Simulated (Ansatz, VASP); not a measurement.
# TePb: VASP beside Ansatz

Wanted: the spread between two codes on one cell, functional and k mesh. The cell is taken from a series of VASP runs on this material, whose earlier steps may have relaxed, scaled or displaced it; both programs get it as it stands.

Main program and level: Ansatz 0.2.0; plane waves, with VASP 6.6.1 beside it; relaxation of cell and atoms at r2SCAN.

## 1. The starting structure

Symmetry: Fm-3m, No. 225, cubic system. Conventional cell: a = 6.526 Å, b = 6.526 Å, c = 6.526 Å, α = 90.00°, β = 90.00°, γ = 90.00°. Nearest to Pb lie 6 Te at 3.26 Å. Nearest to Te lie 6 Pb at 3.26 Å. Farther neighbours and most contacts between anions are not listed.

## 2. VASP: relaxation of cell and atoms, r2SCAN

The relaxed volume is the usual yardstick between codes: its relative difference is about their pressure difference at one cell divided by the bulk modulus.

Lines of VASP's logs that name or quote its potential files are left out, and so is its time.

INCAR

```
SYSTEM = TePb
PREC = Accurate
ENCUT = 450
EDIFF = 1E-06
NELM = 100
ISMEAR = 0
SIGMA = 0.03
LREAL = .FALSE.
ALGO = Normal
METAGGA = R2SCAN
LASPH = .TRUE.
NBANDS = 16
LORBIT = 11
LWAVE = .FALSE.
LCHARG = .FALSE.
KPAR = 4
IBRION = 2
NSW = 50
ISIF = 3
EDIFFG = -0.006
```

POSCAR

```
TePb
1.0
    0.0000000000      3.2629921796      3.2629921796
    3.2629921796      0.0000000000      3.2629921796
    3.2629921796      3.2629921796      0.0000000000
Pb Te
1 1
Direct
    0.0000000000      0.0000000000      0.0000000000
    0.5000000000      0.5000000000      0.5000000000
```

KPOINTS

```
Automatic mesh
0
Gamma
6 6 6
0 0 0
```

The projector-augmented-wave data sets are Pb_d and Te (PBE family, release 64).

Command:

```
mpirun -np 4 vasp_std
```

Numbers of over 12 decimals in the logs are rounded to 6 here.

What it wrote:

```text
[banner, memory and clock lines left out]
running    4 mpi-ranks, on    1 nodes
 distrk:  each k-point on    1 cores,    4 groups
 distr:  one band on    1 cores,    1 groups

 POSCAR found type information on POSCAR PbTe
 POSCAR found :  2 types and       2 ions
|                                                                             |
|               ----> ADVICE to this user running VASP <----                  |
|                                                                             |
|     You enforced a specific xc type in the INCAR file but a different       |
|     [... a line on the potential file left out ...]
|     I HOPE YOU KNOW WHAT YOU ARE DOING!                                     |
|                                                                             |

 LDA part: xc-table for (None), standard interpolation
 POSCAR, INCAR and KPOINTS ok, starting setup
 FFT: planning ... GRIDC
 FFT: planning ... GRID_SOFT
 FFT: planning ... GRID
 WAVECAR not read
 entering main loop
       N       E                     dE             d eps       ncg     rms          rms(c)
DAV:   1     0.693668404043E+02    0.69367E+02   -0.88120E+03   512   0.109E+03
DAV:   2    -0.773634720630E+02   -0.14673E+03   -0.14251E+03   544   0.292E+02
DAV:   3    -0.868662502419E+02   -0.95028E+01   -0.94783E+01   672   0.827E+01
DAV:   4    -0.870822634152E+02   -0.21601E+00   -0.21596E+00   640   0.153E+01
DAV:   5    -0.870938364573E+02   -0.11573E-01   -0.11573E-01   744   0.310E+00    0.320E+00
DAV:   6    -0.827150365872E+02    0.43788E+01   -0.15958E+00   672   0.215E+01    0.263E+00
DAV:   7    -0.826940273832E+02    0.21009E-01   -0.93131E-02   616   0.286E+00    0.152E+00
DAV:   8    -0.827032879468E+02   -0.92606E-02   -0.32439E-02   648   0.183E+00    0.674E-01
DAV:   9    -0.827060894473E+02   -0.28015E-02   -0.55303E-03   624   0.788E-01    0.269E-01
DAV:  10    -0.827059204866E+02    0.16896E-03   -0.53662E-04   616   0.295E-01    0.997E-02
DAV:  11    -0.827059316773E+02   -0.11191E-04   -0.15919E-05   680   0.350E-02    0.916E-02
DAV:  12    -0.827059377569E+02   -0.60797E-05   -0.84443E-05   720   0.117E-01    0.186E-02
DAV:  13    -0.827059365201E+02    0.12368E-05   -0.35567E-06   624   0.263E-02    0.802E-03
DAV:  14    -0.827059364379E+02    0.82180E-07   -0.55902E-07   392   0.111E-02
   1 F= -.82705936E+02 E0= -.82705936E+02  d E =-.827059E+02
 curvature:   0.00 expect dE= 0.000E+00 dE for cont linesearch  0.000E+00
 trial: gam= 0.00000 g(F)=  0.490E-60 g(S)=  0.627E-03 ort = 0.000E+00 (trialstep = 0.100E+01)
 search vector abs. value=  0.627E-03
 bond charge predicted
       N       E                     dE             d eps       ncg     rms          rms(c)
DAV:   1    -0.827136563576E+02   -0.77198E-02   -0.25340E-01   640   0.820E+00    0.483E-01
DAV:   2    -0.827071980751E+02    0.64583E-02   -0.13421E-02   664   0.189E+00    0.184E-01
DAV:   3    -0.827061183279E+02    0.10797E-02   -0.46975E-03   656   0.108E+00    0.341E-02
DAV:   4    -0.827061226402E+02   -0.43123E-05   -0.86686E-05   568   0.791E-02    0.221E-02
DAV:   5    -0.827061211863E+02    0.14540E-05   -0.27192E-05   592   0.255E-02    0.150E-02
DAV:   6    -0.827061203873E+02    0.79893E-06   -0.30828E-06   624   0.113E-02
   2 F= -.82706120E+02 E0= -.82706120E+02  d E =-.183949E-03
 trial-energy change:   -0.000184  1 .order   -0.000264   -0.000627    0.000100
 step:   0.7340(harm=  0.8621)  dis= 0.00000  next Energy=   -82.706135 (dE=-0.199E-03)
 bond charge predicted
       N       E                     dE             d eps       ncg     rms          rms(c)
DAV:   1    -0.827066853876E+02   -0.56420E-03   -0.18000E-02   640   0.217E+00    0.129E-01
DAV:   2    -0.827062210285E+02    0.46436E-03   -0.96161E-04   656   0.510E-01    0.490E-02
DAV:   3    -0.827061476360E+02    0.73393E-04   -0.33080E-04   656   0.289E-01    0.906E-03
DAV:   4    -0.827061500529E+02   -0.24170E-05   -0.61813E-06   568   0.209E-02    0.580E-03
DAV:   5    -0.827061521673E+02   -0.21143E-05   -0.18202E-06   504   0.677E-03    0.371E-03
DAV:   6    -0.827061527288E+02   -0.56153E-06   -0.26715E-07   296   0.401E-03
   3 F= -.82706153E+02 E0= -.82706153E+02  d E =-.216291E-03
 curvature:  -0.06 expect dE=-0.126E-06 dE for cont linesearch -0.126E-06
 trial: gam= 0.00000 g(F)=  0.981E-60 g(S)=  0.214E-05 ort =-0.366E-04 (trialstep = 0.947E+00)
 search vector abs. value=  0.214E-05
 reached required accuracy - stopping structural energy minimisation
```

From OUTCAR (step 2):

```text
ion  position               nearest neighbor table
   1  0.000  0.000  0.000-   2 3.26   2 3.26   2 3.26   2 3.26   2 3.26   2 3.26
   2  0.500  0.500  0.500-   1 3.26   1 3.26   1 3.26   1 3.26   1 3.26   1 3.26

  LATTYP: Found a face centered cubic cell.
 ALAT       =     6.5259843592

 Subroutine GETGRP returns: Found 48 space group operations
 (whereof 48 operations were pure point group operations)

The static configuration has the point symmetry O_h .

 Found     16 irreducible k-points:

   k-points           NKPTS =     16   k-points in BZ     NKDIM =     16   number of bands    NBANDS=     16

   dimension x,y,z NGX =    32 NGY =   32 NGZ =   32
   dimension x,y,z NGXF=    64 NGYF=   64 NGZF=   64

   ENCUT  =  450.0 eV  33.07 Ry    5.75 a.u.   7.98  7.98  7.98*2*pi/ulx,y,z

   NELECT =      20.0000    total number of electrons

 k-points in reciprocal lattice and weights: Automatic mesh
   0.00000000  0.00000000  0.00000000       0.005
   0.16666667  0.00000000  0.00000000       0.037
   0.33333333  0.00000000  0.00000000       0.037
   0.50000000  0.00000000  0.00000000       0.019
   0.16666667  0.16666667  0.00000000       0.028
   0.33333333  0.16666667  0.00000000       0.111
   0.50000000  0.16666667  0.00000000       0.111
  -0.33333333  0.16666667  0.00000000       0.111
  -0.16666667  0.16666667  0.00000000       0.056
[...]
-0.33333333  0.33333333  0.16666667       0.111
  -0.33333333  0.50000000  0.16666667       0.056

 average (electrostatic) potential at core
       1 -98.2296       2 -93.4575

 E-fermi :   5.2752

 k-point     1 :       0.0000    0.0000    0.0000
  band No.  band energies     occupation
    ...
      6      -7.1556      2.00000
      7      -0.6590      2.00000
      8       3.7099      2.00000
      9       3.7099      2.00000
     10       3.7099      2.00000
     11       9.3776      0.00000
     12       9.3776      0.00000
     13       9.3776      0.00000
     14      11.3291      0.00000
     15      11.3291      0.00000
    ...

 k-point     2 :       0.1667    0.0000    0.0000
  band No.  band energies     occupation
    ...
      6      -6.9190      2.00000
      7      -1.3903      2.00000
      8       3.7843      2.00000
      9       3.7843      2.00000
     10       4.1151      2.00000
     11       8.2433      0.00000
     12       8.4399      0.00000
     13       8.4399      0.00000
     14      11.1897      0.00000
     15      11.8392      0.00000
    ...

 k-point     3 :       0.3333    0.0000    0.0000
  band No.  band energies     occupation
    ...
      6      -6.2763      2.00000
      7      -2.7890      2.00000
      8       3.9980      2.00000
      9       3.9980      2.00000
     10       4.7181      2.00000
     11       6.8261      0.00000
     12       7.1449      0.00000
     13       7.1449      0.00000
     14      12.1290      0.00000
     15      13.2146      0.00000
    ...

  Total       -0.0054379     -0.0054379     -0.0054379     -0.0000000      0.0000000     -0.0000000
  in kB       -0.1247722     -0.1247722     -0.1247722     -0.0000000      0.0000000     -0.0000000
  external PRESSURE =      -0.1247722 kB  Pullay stress =       0.0000000 kB

  energy-cutoff  :      450.00
  volume of cell :       69.83
      direct lattice vectors                 reciprocal lattice vectors
     0.000000000  3.268371593  3.268371593    -0.152981381  0.152981381  0.152981381
     3.268371593  0.000000000  3.268371593     0.152981381 -0.152981381  0.152981381
     3.268371593  3.268371593  0.000000000     0.152981381  0.152981381 -0.152981381

 POSITION                                       TOTAL-FORCE (eV/Angst)
 -----------------------------------------------------------------------------------
      0.00000      0.00000      0.00000        -0.000000      0.000000      0.000000
      3.26837      3.26837      3.26837         0.000000     -0.000000     -0.000000
 -----------------------------------------------------------------------------------
    total drift:                                0.000000     -0.000000     -0.000000

  FREE ENERGIE OF THE ION-ELECTRON SYSTEM (eV)
  ---------------------------------------------------
  free  energy   TOTEN  =       -82.7061527288 eV

  energy  without entropy=      -82.7061527288  energy(sigma->0) =      -82.70615273

 reached required accuracy - stopping structural energy minimisation

 total charge
# of ion       s       p       d       tot
------------------------------------------
    1        1.458   0.543   9.824  11.826
    2        1.373   2.043   0.016   3.432
--------------------------------------------------
tot          2.832   2.587   9.840  15.258

[... 3 further parts left out ...]
```

## 3. Ansatz: relaxation of cell and atoms, r2SCAN

Ansatz runs on its default PAW (the set named soft_2) files.

The same cell, functional, mesh and smearing now go to Ansatz, which takes its cutoff from its data sets.

input.yaml

```yaml
crystal:
  lattice:
    - [0.0, 3.2629921796, 3.2629921796]
    - [3.2629921796, 0.0, 3.2629921796]
    - [3.2629921796, 3.2629921796, 0.0]
  atoms:
    - { symbol: Pb, position: [0.0, 0.0, 0.0] }
    - { symbol: Te, position: [0.5, 0.5, 0.5] }
hamiltonian:
  xc: r2scan
  pseudopotentials: { kind: paw }
kpoints:
  mp_grid: { grid: [6, 6, 6] }
scf:
  occupations: { method: gaussian, width: 0.03 }
relax:
  f_tol: 0.01
  max_steps: 60
  cell: { stress_tol: 0.05 }
output:
  forces: true
  stress: true
  write_density: true
  write_potential: true
  elf: true
  volumetric_format: npy
```

Command:

```
ansatz run input.yaml --threads 4 --pin off --max-ram 9216MiB --backend cpu --events-out ev --progress --plain --runs-dir out
```

What it wrote:

```text
Engine: ansatz 0.2.0, aarch64-unknown-linux-gnu
Pseudopotentials: kind: paw
Pseudopotential: Pb, paw, valence charge 14, recommended cutoff 500 eV (meta_gga), Pb.paw.azcp
Pseudopotential: Te, paw, valence charge 16, recommended cutoff 500 eV (meta_gga), Te.paw.azcp
Functional definition: r2SCAN
  parameter k0 = 0.174
  parameter k1 = 0.065
  parameter a1 = 4.9479
  exchange = r2scan_x(k0 = k0, k1 = k1, a1 = a1)
  correlation = r2scan_c
Crystal: 2 atoms, lattice volume = 69.483 Å³
Basis set: ecut = 500 eV, 1807 PW (Γ), exchange–correlation on 144×144×144 points (64 copies of the dense FFT grid, shifted against one another)
Bands: 19, of which v1, the nominal top of the filled ones, is band 15 counted from 1 (14 counted from 0)
Symmetry: 48 space group operations
Space group: Fm-3m (ITA 225), of the structure as read, at distance tolerance 4.1e-5 Å
k-points: 16 of 216
Non-local potential: Pb, projectors of the file, l = 0: 2, l = 1: 2, l = 2: 2, l = 3: 2
Non-local potential: Te, projectors of the file, l = 0: 2, l = 1: 2, l = 2: 2, l = 3: 2
PAW form: soft (Blöchl's): semilocal exchange-correlation on the pseudo side does not see the compensation charge
PAW frozen core: Pb, regenerated for the run's functional (the file was generated under x = pbe(κ = 0.804, μ = 0.219515), c = pbe(β = 0.066725))
PAW frozen core: Te, regenerated for the run's functional (the file was generated under x = pbe(κ = 0.804, μ = 0.219515), c = pbe(β = 0.066725))
PAW one-centre angular grid: Pb, 590 points (default); XC on 160 Gauss nodes
PAW one-centre angular grid: Te, 590 points (default); XC on 160 Gauss nodes
Initial density: superposition of atomic densities (neutral atoms: chi_scale 0, normalization atom), corrected by the library's trained network
Initial wavefunctions: pseudopotential atomic-orbital guess
Functional: x = r2scan, c = r2scan; τ floored in thin density (d = 2e-4 eV/Å³)
SCF iter   1: F=—  HF=-18916.685248 eV  |F-HF|=—  |Δ(HF+E_count)|=         —  Δρ=4.79e-3  dr2=1.16e-2  dr2_τ=1.02e-3  ethr=1.77e-3  ⟨swp⟩=7.1  Hψ=1648  notcnv=0
preconditioner: auto → none  [insulator: Δε(μ)=1.070 eV  Ē_g=15.422 eV  σ=0.030 eV  W_gap=1.00  n_scr=14 (ndim 8)  ℏωp=19.9 eV  f_vac=0.017  D(μ)=0.00/eV (n_scr^D=0)  ε∞_Penn≈2.7]
SCF iter   2: F=—  HF=-18916.686605 eV  |F-HF|=—  |Δ(HF+E_count)|=   1.36e-3  Δρ=1.37e-3  dr2=1.13e-3  dr2_τ=8.67e-5  ethr=3.87e-5  ⟨swp⟩=2.0  Hψ=656  notcnv=0
SCF iter   3: F=—  HF=-18916.686796 eV  |F-HF|=—  |Δ(HF+E_count)|=   1.91e-4  Δρ=4.66e-4  dr2=7.52e-5  dr2_τ=6.89e-6  ethr=3.77e-6  ⟨swp⟩=3.0  Hψ=545  notcnv=0
SCF iter   4: F=—  HF=-18916.686841 eV  |F-HF|=—  |Δ(HF+E_count)|=   4.53e-5  Δρ=1.40e-4  dr2=8.49e-6  dr2_τ=1.57e-7  ethr=2.51e-7  ⟨swp⟩=3.0  Hψ=640  notcnv=0
SCF iter   5: F=—  HF=-18916.686846 eV  |F-HF|=—  |Δ(HF+E_count)|=   4.91e-6  Δρ=3.94e-5  dr2=2.16e-6  dr2_τ=2.49e-8  ethr=2.83e-8  ⟨swp⟩=3.0  Hψ=602  notcnv=0
SCF iter   6: F=-18916.686846 eV  HF=-18916.686846 eV  |F-HF|=3.92e-9  |Δ(HF+E_count)|=   6.09e-7  Δρ=8.07e-6  dr2=2.83e-8  dr2_τ=8.11e-10  ethr=3.33e-10  ⟨swp⟩=7.7  Hψ=2156  notcnv=0
SCF 1 converged in 6 iterations: F = -18916.686846 eV  dr2 = 2.83e-8
  greatest PAW one-centre occupation: 0.997 electrons in one spin orbital (limit 2), on the Te atom at site 1 (counted from 0), in its partial waves of l = 2
relax step   1: F+E_penalty+E_count = -18916.68684561 eV  Δ(F+E_penalty+E_count) = +0.000e0 eV  max|allowed force component| = 2.064e-29 eV/Å  Δτ_max = 0.0000 Å  P = +0.186 GPa  Ω = 69.483 Å³  (6 SCF iters, dr2 threshold 1.00e-7 eV, accepted)
[...]
relax step   2: F+E_penalty+E_count = -18916.68697912 eV  Δ(F+E_penalty+E_count) = -1.335e-4 eV  max|allowed force component| = 1.298e-29 eV/Å  Δτ_max = 0.0000 Å  P = -0.053 GPa  Ω = 69.873 Å³  energy of the carried Pulay correction = -2.557e-5 eV  (5 SCF iters, dr2 threshold 8.62e-8 eV, accepted)
[...]
relax step   3: F+E_penalty+E_count = -18916.68699963 eV  Δ(F+E_penalty+E_count) = -2.051e-5 eV  max|allowed force component| = 8.645e-30 eV/Å  Δτ_max = 0.0000 Å  P = -0.001 GPa  Ω = 69.786 Å³  energy of the carried Pulay correction = -1.989e-5 eV  (5 SCF iters, dr2 threshold 7.00e-9 eV, accepted)
[...]
relax step   4: F+E_penalty+E_count = -18916.68702087 eV  Δ(F+E_penalty+E_count) = -2.124e-5 eV  max|allowed force component| = 1.126e-29 eV/Å  Δτ_max = 0.0000 Å  P = -0.001 GPa  Ω = 69.786 Å³  stress off target by 6.67e-4 GPa  SCF on the basis re-selected at this cell (its energy is not comparable with the rows above)  (4 SCF iters)
basis re-selected at this cell: Δ(F+E_penalty+E_count) = -2.124e-5 eV, ΔP = +0.000 GPa vs the last step (what re-selecting the basis moved, of the pressure what is left beyond the Pulay correction that the steps carried, after the strain that the cell walked since its last selection, with what the two solves' SCF thresholds leave and, on support functions, any second-order correction that the steps lacked; it is no m [...]
SCF converged after 4 iterations
Free energy (F): -18916.687021 eV
Harris-Foulkes:  -18916.687021 eV  (|F-HF|=3.64e-12)
Internal energy: -18916.687021 eV  (E = F + TS)
E sigma→0 (E₀):  -18916.687021 eV
Fermi energy:    8.587861 eV
--- Per-component energies (eV) ---
  E_band       = -350.138985
  E_kinetic    = 466.675443
  E_local      = -2438.378093  (includes V_loc(G=0)·N_el)
  E_nonlocal   = 40.527995
  E_hartree    = 1276.219121
  E_xc         = -323.644628
  E_vxc        = -256.723824  (∫ρ·V_xc dr)
  E_paw        = -15118.488550  (= ΣΔE_a)
  E_vpaw       = -731.978385  (= ΣTr[D̂ρ^β])
  E_aug_tail   = -0.000022  (compensation charges beyond the density's cutoff)
  E_vtau       = 17.299637  (kinetic-family band-sum trace: ∫τ·v_τ [+ j·A + Jᵃ·Aᵃ] dr)
  E_ewald      = -2820.848644
  E_core_change = 1.250358  (= ΣΔE_core)
  E_smearing   = -0.000000  (= −TS)
  E_closure    = 0.000000  (closes the sum)
  Σ components = -18916.687021   (vs F -18916.687021, Δ=0.00e0)
--- Forces (eV/Å), atoms counted from 1 ---
  atom   1  Pb    -0.00000000     0.00000000     0.00000000
  atom   2  Te     0.00000000    -0.00000000     0.00000000
  max |Σ_I F_I| component: 1.96e-29 eV/Å
--- Stress (GPa, compression-positive) ---
       -0.000667      -0.000000      -0.000000
       -0.000000      -0.000667      -0.000000
       -0.000000      -0.000000      -0.000667
  P = ⅓ Tr σ = -0.0007 GPa (-0.007 kbar)
--- Band table (eV; the first three rows and the last of 16) ---
  k-point 0: bands = [... 11 lower, 2.3336, 6.6822, 6.6822, 6.6822, 12.3542, 12.3542, 12.3542, 14.3228]
  k-point 1: bands = [... 11 lower, 1.5994, 6.7567, 6.7567, 7.0912, 11.2217, 11.4184, 11.4184, 14.1712]
  k-point 2: bands = [... 11 lower, 0.1985, 6.9702, 6.9702, 7.6985, 9.8046, 10.1234, 10.1234, 15.1084]
  k-point 15: bands = [... 11 lower, 0.0930, 3.9573, 4.7565, 6.8057, 11.0604, 12.7704, 14.3194, 14.3465]
--- Relaxed structure (3 steps of the walk, 3 accepted, 1 SCFs on fresh bases) ---
  F+E_penalty+E_count = -18916.68702087 eV   max|allowed force component| = 1.126e-29 eV/Å   (the final SCF, on the basis selected at the relaxed cell)
  cell:  # Å, volume = 69.7863 Å³
    - [0, 3.267734, 3.267734]
    - [3.267734, 0, 3.267734]
    - [3.267734, 3.267734, 0]
  atoms:
    - { symbol: Pb, position: [0, 0, 0] }
    - { symbol: Te, position: [0.5, 0.5, 0.5] }
```

Run time: 4.2 s. Hardware: 4 threads of Arm Neoverse V2, shared host; peak memory 0.56 GiB; 15 s of CPU time.

## 4. Side by side

Known differences besides the potentials themselves: VASP keeps PBE cores, Ansatz makes them for the functional; both relaxations stop at a tolerance, which leaves soft axes loose, and VASP keeps its plane-wave basis; the data sets hold 30 valence electrons in Ansatz (default PAW (the set named soft_2) files) and 20 in VASP; the cutoff is 500 eV in Ansatz and 450 eV in VASP; Ansatz adds a Pulay correction to the stress that steers its cell, VASP none. Total energies have different zeros and are not compared.

Compared:

| quantity | Ansatz | VASP | difference |
| --- | --- | --- | --- |
| volume (Å³) | 69.79 | 69.83 | -0.06 % |
| edge a after relaxation, in the typed setting (Å) | 4.621 | 4.622 | -0.02 % |

The walks stopped with 0.00 GPa left in Ansatz and -0.01 GPa in VASP; each walk ends within a tolerance, so the volume difference is uncertain by about these residues over the bulk modulus, most in soft cells.

## 5. Outcome

| Quantity | Value |
| --- | --- |
| difference in volume (relaxation of cell and atoms, r2SCAN) | -0.059 % |

**Reading.** The difference in volume is -0.059 % (relaxation of cell and atoms, r2SCAN), within the 1.2 % picked in this series as the mark of a large difference, as far as the stopping tolerances let one tell. 1 further run of this series is not shown here. How closely two codes agree says nothing of how well the functional describes the real material.

[Lines on the potential files, build, host, timing and source positions are cut from VASP's logs without a mark.]

[Logs are printed without paths, hosts, clocks, repeated set-up lines and the standing remarks that a program may print on its own settings, such as how far it seeks lower states.]

[Hosts, paths, dates, database ids (printed as entryN), source tags and the programs' standing remarks are cut or masked in the printed files.]
